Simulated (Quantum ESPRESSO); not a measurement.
# Si/GaAs(110) interfaces, stepped through the in-plane cubic lattice constant, part 4 of 10

Wanted: a table for Si/GaAs(110) interfaces against the in-plane cubic lattice constant, and what can be fitted to it.

Quantum ESPRESSO 7.5; plane-wave DFT, LDA, GBRV ultrasoft pseudopotentials.

So far. Step 2 (Relaxing cell and ions, 5.332 Å):  The last row is no step: it is a fresh SCF in the final cell with a new plane-wave basis, -0 meV from the row before. Step 5 (Variable-cell relaxation, 5.332 Å):  The last row is no step: it is a fresh SCF in the final cell with a new plane-wave basis, -0 meV from the row before.

### 6. Self-consistent run, 5.332 Å

m0.bulk.in

```
&control
  prefix = 'm0.bulk'
  outdir = './out'
  pseudo_dir = './pseudo'
  calculation = 'scf'
  tprnfor = .true.
/
&system
  ibrav = 0
  nat = 4
  ntyp = 2
  ecutwfc = 40
  ecutrho = 200
  occupations = 'smearing'
  smearing = 'fd'
  degauss = 0.002
  nbnd = 28
/
&electrons
  conv_thr = 1e-09
  mixing_beta = 0.4
  electron_maxstep = 120
/
ATOMIC_SPECIES
  Ga  69.7230  ga_lda_v1.4.uspp.F.UPF
  As  74.9216  as_lda_v1.uspp.F.UPF
CELL_PARAMETERS angstrom
  5.33200000000000 0.00000000000000 0.00000000000000
  0.00000000000000 3.77029335700000 0.00000000000000
  0.00000000000000 0.00000000000000 4.13672429200000
ATOMIC_POSITIONS crystal
  Ga  -0.009440004800 0.000000000000 0.000000000000
  As  0.259439928600 0.500000000000 0.000000000000
  Ga  0.490560253100 0.500000000000 0.500000000000
  As  0.759439823100 0.000000000000 0.500000000000
K_POINTS automatic
  6 8 8 0 0 0
```

Run with:

```sh
> OMP_NUM_THREADS=1 mpirun -n 4 pw.x -nk 4 -in m0.bulk.in > m0.bulk.out
```

The program printed:

```text
[banner, memory and clock lines left out]
Program PWSCF v.7.5 starts
[citation notice left out]

[...]
Message from routine setup:
[...]
bravais-lattice index     =            0
     lattice parameter (alat)  =      10.0760  a.u.
     unit-cell volume          =     561.2010 (a.u.)^3
     number of atoms/cell      =            4
     number of atomic types    =            2
     number of electrons       =        48.00
     number of Kohn-Sham states=           28
     kinetic-energy cutoff     =      40.0000  Ry
     charge density cutoff     =     200.0000  Ry
     scf convergence threshold =      1.0E-09
     mixing beta               =       0.4000
     number of iterations used =            8  plain     mixing
     Exchange-correlation= SLA  PZ   NOGX NOGC
                           (   1   1   0   0   0   0   0)

[...]
PseudoPot. # 1 for Ga read from file:
     ./pseudo/ga_lda_v1.4.uspp.F.UPF
     Pseudo is Ultrasoft + core correction, Zval = 19.0
     Generated by new atomic code, or converted to UPF format
     Using radial grid of  871 points,  6 beta functions with:
                l(1) =   0
                l(2) =   0
                l(3) =   1
                l(4) =   1
                l(5) =   2
                l(6) =   2
     Q(r) pseudized with  8 coefficients,  rinner =    1.250   1.250   1.250
                                                       1.250   1.250

     PseudoPot. # 2 for As read from file:
     ./pseudo/as_lda_v1.uspp.F.UPF
     Pseudo is Ultrasoft + core correction, Zval =  5.0
     Generated by new atomic code, or converted to UPF format
     Using radial grid of  875 points,  6 beta functions with:
                l(1) =   0
                l(2) =   0
                l(3) =   1
                l(4) =   1
                l(5) =   2
                l(6) =   2
     Q(r) pseudized with  8 coefficients,  rinner =    1.300   1.300   1.300
                                                       1.300   1.300

     atomic species   valence    mass     pseudopotential
     Ga               19.00    69.72300     Ga( 1.00)
     As                5.00    74.92160     As( 1.00)

      4 Sym. Ops. (no inversion) found

[...]
number of k points=   100  Fermi-Dirac smearing, width (Ry)=  0.0020

     Number of k-points >= 100: set verbosity='high' to print them.

     Dense  grid:    26819 G-vectors     FFT dimensions: (  45,  36,  36)

     Smooth grid:    19207 G-vectors     FFT dimensions: (  45,  30,  32)

     Initial potential from superposition of free atoms

     starting charge      45.9996, renormalised to      48.0000
     Starting wfcs are   32 randomized atomic wfcs

     per-process dynamical memory:    51.6 Mb

     Self-consistent Calculation

     iteration #  1     ecut=    40.00 Ry     beta= 0.40
     Davidson diagonalization with overlap
     ethr =  1.00E-02,  avg # of iterations =  3.4

     total energy              =    -904.38602937 Ry
     estimated scf accuracy    <      13.24157332 Ry

     iteration #  2     ecut=    40.00 Ry     beta= 0.40
[...]
total energy              =    -909.51336100 Ry
     estimated scf accuracy    <       1.59662153 Ry

     iteration #  3     ecut=    40.00 Ry     beta= 0.40
[...]
total energy              =    -909.58013546 Ry
     estimated scf accuracy    <       0.15995482 Ry

     iteration #  4     ecut=    40.00 Ry     beta= 0.40
[...]
total energy              =    -909.63037456 Ry
     estimated scf accuracy    <       0.00814292 Ry

     iteration #  5     ecut=    40.00 Ry     beta= 0.40
[...]
total energy              =    -909.63154037 Ry
     estimated scf accuracy    <       0.00034517 Ry

     iteration #  6     ecut=    40.00 Ry     beta= 0.40
[...]
c_bands:  1 eigenvalues not converged
[...]
total energy              =    -909.63167000 Ry
     estimated scf accuracy    <       0.00006166 Ry

     iteration #  7     ecut=    40.00 Ry     beta= 0.40
[...]
total energy              =    -909.63168663 Ry
     estimated scf accuracy    <       0.00000157 Ry

     iteration #  8     ecut=    40.00 Ry     beta= 0.40
[...]
total energy              =    -909.63168794 Ry
     estimated scf accuracy    <       0.00000310 Ry

     iteration #  9     ecut=    40.00 Ry     beta= 0.40
[...]
total energy              =    -909.63168887 Ry
     estimated scf accuracy    <       0.00000012 Ry

     iteration # 10     ecut=    40.00 Ry     beta= 0.40
[...]
End of self-consistent calculation

     Number of k-points >= 100: set verbosity='high' to print the bands.

     the Fermi energy is     8.4083 ev

!    total energy              =    -909.63168890 Ry
     estimated scf accuracy    <          5.0E-10 Ry
     smearing contrib. (-TS)   =      -0.00003094 Ry
     internal energy E=F+TS    =    -909.63165796 Ry

     The total energy is F=E-TS. E is the sum of the following terms:
     one-electron contribution =    -797.07278325 Ry
     hartree contribution      =     415.44621140 Ry
     xc contribution           =    -157.95525939 Ry
     ewald contribution        =    -370.04982672 Ry

     convergence has been achieved in  10 iterations

     Forces acting on atoms (cartesian axes, Ry/au):

     atom    1 type  1   force =     0.00487689    0.00000000    0.00000000
     atom    2 type  2   force =    -0.00488630    0.00000000    0.00000000
     atom    3 type  1   force =     0.00489040    0.00000000    0.00000000
     atom    4 type  2   force =    -0.00488099    0.00000000    0.00000000

     Total force =     0.009767     Total SCF correction =     0.000170

[...]
```

The job ended after 32 s (4 MPI ranks of Arm Neoverse V1, shared host; peak memory 0.41 GiB).

This step gave:

```
free energy                          : -12376.1696 eV
energy at zero smearing              : -12376.1694 eV
Fermi energy                         : 8.408 eV
valence top, on the run's zero       : 8.374 eV
conduction bottom, on the run's zero : 8.466 eV
gap by band count                    : 0.09256 eV
```

### 7. Electrostatic potential, 5.332 Å

m0.bulk.pot.in

```
&inputpp
  prefix = 'm0.bulk'
  outdir = './out'
  filplot = 'm0.bulk.pot.dat'
  plot_num = 11
/
```

Run with:

```sh
> OMP_NUM_THREADS=1 mpirun -n 4 pp.x -in m0.bulk.pot.in > m0.bulk.pot.out
```

The program printed:

```text
[banner, memory and clock lines left out]
Program POST-PROC v.7.5 starts

          URL

     ./out/m0.bulk.save/

     IMPORTANT: XC functional enforced from input :
     Exchange-correlation= PZ
                           (   1   1   0   0   0   0   0)
     Any further DFT definition will be discarded
     Please, verify this is what you really want

     Calling punch_plot, plot_num =  11
     Writing data to file  m0.bulk.pot.dat
     Message from routine chdens:
     namelist plot not found or invalid, exiting
```

The job ended after 0.85 s (4 MPI ranks; peak memory 0.09 GiB; 3.1 s of CPU time).

Electrostatic potential energy of an electron; zero at the highest filled level of the SCF mesh. Table of potential energy, planar mean by z:

```csv
z (Å),"potential energy, planar mean (eV)"
0.00,9.43
0.23,6.38
0.34,3.19
0.57,-1.89
0.80,-1.07
0.92,-0.323
1.15,-0.323
1.38,-2.04
1.49,-1.89
1.72,3.19
1.95,8.62
2.07,9.43
2.30,6.38
2.53,0.0723
2.64,-1.89
2.87,-1.07
3.10,-0.109
3.22,-0.323
3.45,-2.04
3.68,0.0723
3.79,3.19
4.02,8.62
```

[end of part 4 of 10]

[Logs are printed without paths, hosts, clocks, repeated set-up lines and the standing remarks that a program may print on its own settings, such as how far it seeks lower states.]

[Hosts, paths, dates, database ids (printed as entryN), source tags and the programs' standing remarks are cut or masked in the printed files.]

[Maps of the electrostatic potential energy from Ansatz leave out the sawtooth potential of an applied field or a dipole correction, so their vacuum need not be flat; planar profiles and work functions include it.]
